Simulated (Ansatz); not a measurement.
## Structure types of Cs at zero pressure (with spin–orbit coupling)

Structure types of Cs are relaxed in primitive cells with their symmetry kept at 0 GPa, first on PAW files, then by LAPW. The enthalpy is E + pV at zero temperature, without zero-point motion. Only the types listed were tried, and differences under about 5 meV/atom are mesh noise. The real phase may be another.

Computed with Ansatz 0.2.0; functional PBE, with spin–orbit coupling. Settings: Fermi–Dirac smearing of 0.05 eV, no spin polarisation. Methods: LAPW: all electrons, basis error target 0.5 meV/atom; PAW: frozen-core files, cutoff 420 eV.

k meshes: fcc 9×9×9, bcc 10×10×10, hcp 9×9×5.

Question: Which type is lowest in enthalpy, and by how much?

Answer: hcp, 0 meV/atom below fcc, which is within the noise of the k meshes. The whole table:

| start type | ends as | a, b, c (Å) | V (Å³/atom) | H − H(lowest), LAPW (meV/atom) | same, PAW |
| --- | --- | --- | --- | --- | --- |
| fcc | fcc, Fm-3m | 7.754, 7.754, 7.754 | 116.55 | 0.5 | 0.5 |
| bcc | bcc, Im-3m | 6.154, 6.154, 6.154 | 116.55 | 5.7 | 5.7 |
| hcp | hcp, P6_3/mmc | 5.497, 5.497, 8.906 | 116.55 | 0.0 | 0.0 |
